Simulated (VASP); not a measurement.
# Settings for Hf: relaxation of the cell

Hf, Im-3m (no. 229), 1 atom in the cell. LDA; PAW potentials Hf_pv (LDA set). VASP 6.6.1. The cell is changed on purpose: volume scaled by 1.02.

Wanted: cell volume within 0.2 %; lattice lengths within 0.1 %; shortest distances from each atom, periodic images included within 0.005 Å.

What the run is for: cell; Accuracy asked: standard.

The series start from Plane-wave cutoff (eV): 330; Smearing width (eV): 0.1; k-point mesh: 12 × 12 × 12; Relaxation passes: 2; Ionic threshold (EDIFFG): -0.005; Electronic threshold (eV): 1e-6; Precision mode (PREC): Accurate; Relaxation algorithm: IBRION=2 POTIM=0.5. Each series keeps the choices made before it, and each single choice may use up half of a tolerance. Times cover all steps of a run.

## Plane-wave cutoff (eV)

| Plane-wave cutoff (eV) | Cell volume (Å³) | Lattice lengths, largest deviation against the largest value | Shortest distances from each atom, periodic images included, largest deviation (Å) | Time (s) |
|---|---|---|---|---|
| 220 | 20.16 | 0.39 % | 0.0115 | 15 |
| 250 | 20.27 | 0.21 % | 0.0062 | 16 |
| 290 | 20.32 | 0.13 % | 0.0040 | 22 |
| 330 | 20.36 | 0.06 % | 0.0018 | 24 |
| 380 | 20.39 | 0.017 % | 0.0005 | 24 |
| 460 | 20.4 | 0.004 % | 0.0001 | 35 |
| 580 | 20.4 | 0.0027 % | 0.0001 | 53 |
| 650 (reference) | 20.4 | 0 % | 0.0000 | 61 |

Chosen: 380, the loosest value from which every tighter one stays within half of the tolerance.

## Smearing width (eV)

| Smearing width (eV) | Cell volume (Å³) | Lattice lengths, largest deviation against the largest value | Shortest distances from each atom, periodic images included, largest deviation (Å) | Time (s) |
|---|---|---|---|---|
| 0.4 | 20.4 | 0.059 % | 0.0018 | 27 |
| 0.3 | 20.39 | 0.053 % | 0.0016 | 26 |
| 0.2 | 20.41 | 0.073 % | 0.0022 | 26 |
| 0.15 | 20.4 | 0.069 % | 0.0021 | 24 |
| 0.1 | 20.39 | 0.044 % | 0.0013 | 24 |
| 0.05 (reference) | 20.36 | 0 % | 0.0000 | 25 |

Chosen: 0.05; the next looser run is off by more than half of the tolerance, so convergence isn't shown beyond this value.

## k-point mesh

| k-point mesh | Cell volume (Å³) | Lattice lengths, largest deviation against the largest value | Shortest distances from each atom, periodic images included, largest deviation (Å) | Time (s) |
|---|---|---|---|---|
| 5 × 5 × 5 | 20.18 | 0.39 % | 0.0117 | 6.6 |
| 6 × 6 × 6 | 20.23 | 0.32 % | 0.0094 | 8.2 |
| 7 × 7 × 7 | 20.97 | 0.88 % | 0.0264 | 6.9 |
| 9 × 9 × 9 | 20.19 | 0.38 % | 0.0113 | 14 |
| 12 × 12 × 12 | 20.36 | 0.098 % | 0.0029 | 25 |
| 14 × 14 × 14 (reference) | 20.42 | 0 % | 0.0000 | 36 |

Chosen: 14 × 14 × 14; the next looser run is off by more than half of the tolerance, so convergence isn't shown beyond this value.

## Relaxation passes

| Relaxation passes | Cell volume (Å³) | Lattice lengths, largest deviation against the largest value | Shortest distances from each atom, periodic images included, largest deviation (Å) | Time (s) |
|---|---|---|---|---|
| 1 | 20.42 | 0 % | 0.0000 | 29 |
| 2 | 20.42 | 0 % | 0.0000 | 36 |
| 3 (reference) | 20.42 | 0 % | 0.0000 | 42 |

Chosen: 1.

## Ionic threshold (EDIFFG)

| Ionic threshold (EDIFFG) | Cell volume (Å³) | Lattice lengths, largest deviation against the largest value | Shortest distances from each atom, periodic images included, largest deviation (Å) | Time (s) |
|---|---|---|---|---|
| -0.05 | 20.43 | 0.015 % | 0.0004 | 22 |
| -0.02 | 20.43 | 0.015 % | 0.0004 | 22 |
| -0.01 | 20.43 | 0.015 % | 0.0004 | 23 |
| -0.005 | 20.42 | 0.0064 % | 0.0002 | 29 |
| -0.002 (reference) | 20.42 | 0 % | 0.0000 | 31 |

Chosen: -0.05.

## Electronic threshold (eV)

| Electronic threshold (eV) | Cell volume (Å³) | Lattice lengths, largest deviation against the largest value | Shortest distances from each atom, periodic images included, largest deviation (Å) | Time (s) |
|---|---|---|---|---|
| 0.0001 | 20.42 | 0.015 % | 0.0004 | 18 |
| 1e-5 | 20.43 | 0.001 % | 0.0000 | 19 |
| 1e-6 | 20.43 | 0 % | 0.0000 | 22 |
| 1e-7 (reference) | 20.43 | 0 % | 0.0000 | 24 |

Chosen: 0.0001.

## Precision mode (PREC)

| Precision mode (PREC) | Cell volume (Å³) | Lattice lengths, largest deviation against the largest value | Shortest distances from each atom, periodic images included, largest deviation (Å) | Time (s) |
|---|---|---|---|---|
| Normal | 20.42 | 0.0013 % | 0.0000 | 11 |
| Accurate (reference) | 20.42 | 0 % | 0.0000 | 18 |

Chosen: Normal.

## Relaxation algorithm

| Relaxation algorithm | Cell volume (Å³) | Lattice lengths, largest deviation against the largest value | Shortest distances from each atom, periodic images included, largest deviation (Å) | Time (s) |
|---|---|---|---|---|
| IBRION=2 POTIM=0.5 | 20.42 | 0 % | 0.0000 | 11 |
| IBRION=2 POTIM=0.2 | 20.36 | 0.088 % | 0.0026 | 10 |
| IBRION=1 POTIM=0.5 | 20.42 | 0.0037 % | 0.0001 | 11 |
| IBRION=1 POTIM=0.2 | 20.42 | 0.0034 % | 0.0001 | 10 |

Chosen: IBRION=2 POTIM=0.5; no other choice that stays within half of the tolerance saves 30 % of the time.

## All choices together

| Input | Cell volume (Å³) | Lattice lengths, largest deviation against the largest value | Shortest distances from each atom, periodic images included, largest deviation (Å) | Time (s) |
|---|---|---|---|---|
| the program's defaults (naive) | 20.03 | 0.65 % | 0.0195 | 2.2 |
| chosen settings | 20.42 | 0.019 % | 0.0006 | 11 |
| reference settings throughout | 20.43 | 0 % | 0.0000 | 112 |

The chosen settings stay within the tolerance of the reference run, but the reference itself isn't shown to be converged in: Smearing width (eV), k-point mesh.

Values of the reference run: Lattice lengths: 2.983, 2.983, 2.983 Å; Shortest distances from each atom, periodic images included: 2.983, 2.983, 2.983, 2.983 Å.

## The input

INCAR.step1:
```
GGA = CA
ISMEAR = 1
SIGMA = 0.05
LWAVE = False
LCHARG = False
NSW = 80
PREC = Normal
LASPH = True
LREAL = False
ALGO = Normal
EDIFF = 1E-4
NELM = 120
GGA_COMPAT = False
IBRION = 2
ISIF = 3
EDIFFG = -0.05
NELMIN = 4
ENCUT = 380
POTIM = 0.5
```

INCAR.step2, as INCAR.step1 but for:
```
- NSW = 80
- IBRION = 2
- ISIF = 3
- EDIFFG = -0.05
- NELMIN = 4
- POTIM = 0.5
+ ISIF = 2
```

KPOINTS:
```
Automatic mesh
0
Gamma
  14 14 14
  0 0 0
```

POSCAR.step1:
```
Hf
1.0
   -1.8169539908      1.8169539908      1.8169539908
    1.8169539908     -1.8169539908      1.8169539908
    1.8169539908      1.8169539908     -1.8169539908
Hf
1
Direct
    0.0000000000      0.0000000000      0.0000000000
```

Commands (each step's output is kept before the next begins):
```
cat potpaw_LDA.64/Hf_pv/POTCAR > POTCAR
cp INCAR.step1 INCAR
cp POSCAR.step1 POSCAR
mpirun -np 1 vasp_std > vasp.out
cp CONTCAR POSCAR
cp INCAR.step2 INCAR
mpirun -np 1 vasp_std > vasp.out
```

The chosen input took VASP 6.6.1 11 s on 1 core (AMD EPYC 9R45 (Zen 5)), a shared host.

## An input that fails: too few ionic steps

It gives no converged result.

Changes against the starting input:
```
- NSW = 80
- NELM = 120
+ NSW = 2
+ NELM = 75
```
